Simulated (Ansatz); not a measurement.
## Ti: energy change per atom and pressure as volume scale varies

All results are calculated (Ansatz 0.2.0). Plane-wave DFT, scalar-relativistic PAW made under PBE with cores redone for the functional, no dispersion; the given relaxed cell is scaled uniformly, energy at zero smearing counts from the unscaled cell, pressure at the given Fermi-Dirac smearing is positive in compression.

The cell before it is scaled or strained (space group Pm-3m, No. 221):
```
Ti
1.0
      2.6685     0.0000     0.0000
      0.0000     2.6685     0.0000
      0.0000     0.0000     2.6685
Ti
1
Direct
  0.00000 0.00000 0.00000
```

Settings of every row: spin polarised no; functional revPBE; wave cutoff 420 eV; smearing width 0.1 eV; k mesh 13x13x13.

Atom starting moment: 0 on all atoms.

Limits: the cell comes from a prototype or a list of computed structures and needn't be the stable phase.

| row | volume scale | V (Å³/atom) | energy change per atom (meV) | pressure (GPa) |
| --- | --- | --- | --- | --- |
| 1 | 0.88 | 16.722 | 71.39 | 11.64 |
| 2 | 0.92 | 17.482 | ? | ? |
| 3 | 0.96 | 18.242 | 5.65 | 3.1 |
| 4 | 1.04 | 19.762 | 8.46 | -2.82 |
| 5 | 1.08 | 20.522 | 28.66 | -5.07 |
| 6 | 1.12 | 21.282 | 58.62 | -6.94 |

Question: what energy change per atom and pressure should row 2 give?

Worked fit of energy change per atom. Take u = (V_r/V)^(2/3) − 1 with V_r = 19.762 Å³ an atom, which is twice the finite (Eulerian) strain; such expansions in the strain, on which the Birch-Murnaghan equation of state is built, carry the rest volume and the bulk modulus. The shown rows have u = 0.11779, 0.05481, 0, -0.02484, -0.0482. Least squares give energy change per atom = 8.684 − 577.352 × u + 9427.48 × u² meV; a straight line predicts inner rows, each left out in turn, worse (root mean square 31 against 0.48 meV). The rows lie off it by -0.09, 0.29, -0.22, -0.18, 0.21 (root mean square 0.21 meV). The withheld row has u = 0.08516, so the fit gives 8.684 − 577.352 × (0.08516) + 9427.48 × (0.08516)² = 27.89 meV.

The calculation gave 28.3 meV. The fit lies 0.41 meV (1.4 % of the value, 0.62 % of the column's range) below it; its largest miss of a shown row is 0.29 meV.

Worked fit of pressure. Take u = (V_r/V)^(2/3) − 1 with V_r = 19.762 Å³ an atom, which is twice the finite (Eulerian) strain; such expansions in the strain, on which the Birch-Murnaghan equation of state is built, carry the rest volume and the bulk modulus. The shown rows have u = 0.11779, 0.05481, 0, -0.02484, -0.0482. Least squares give pressure = −2.832 + 96.011 × u + 227.67 × u² GPa; a straight line predicts inner rows, each left out in turn, worse (root mean square 0.76 against 0.024 GPa). The rows lie off it by 0.00, -0.01, 0.01, 0.01, -0.01. The pressure vanishes at u = 0.0277, or V = 18.97 Å³ an atom, and there the bulk modulus at fixed shape and fractions is B = −V dP/dV = (2/3)(1 + u) dP/du = 74.4 GPa. The withheld row has u = 0.08516, so the fit gives −2.832 + 96.011 × (0.08516) + 227.67 × (0.08516)² = 7.00 GPa.

The calculation gave 6.98 GPa. The fit lies 0.02 GPa (0.11 % of the column's range) above it; its largest miss of a shown row is 0.01 GPa.
